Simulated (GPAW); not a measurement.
Crystal: BN.

```xyz
2
Lattice="0.0000 1.8130 1.8130 1.8130 0.0000 1.8130 1.8130 1.8130 0.0000" Properties=species:S:1:pos:R:3 pbc="T T T"
N     0.9065    0.9065    0.9065
B     0.0000    0.0000    0.0000
```

The cell is a database's computed one.

Base run:

```yaml
Program: GPAW 26.7.0
Functional: RPBE
Potentials_or_basis: the program's PAW data sets (release 1.2.1) made for this functional
Cutoff: 600 eV
Basis: pw
k_mesh: 10 × 10 × 10
Occupations: fermi-dirac, width 0.001 eV
Spin: no spin polarisation
```

Its results: band gap on the k mesh 4.48 eV, indirect (least direct gap 8.84 eV); electronic dielectric tensor (diagonal) 4.50.

**Question.** The run is repeated on the same cell with these changes: functional from RPBE to GLLB-SC. What comes out?

**Answer.** Band gap on the k mesh, kohn-sham part alone 4.98 eV, indirect (least direct gap 9.63 eV); electronic dielectric tensor (diagonal) 4.24.

Caveats: the long-wavelength limit can be off by a per cent or two; a model potential gives levels but no total energy (some runs); response on these states lacks terms of the Hamiltonian (some runs).

A k mesh can miss the band edges.
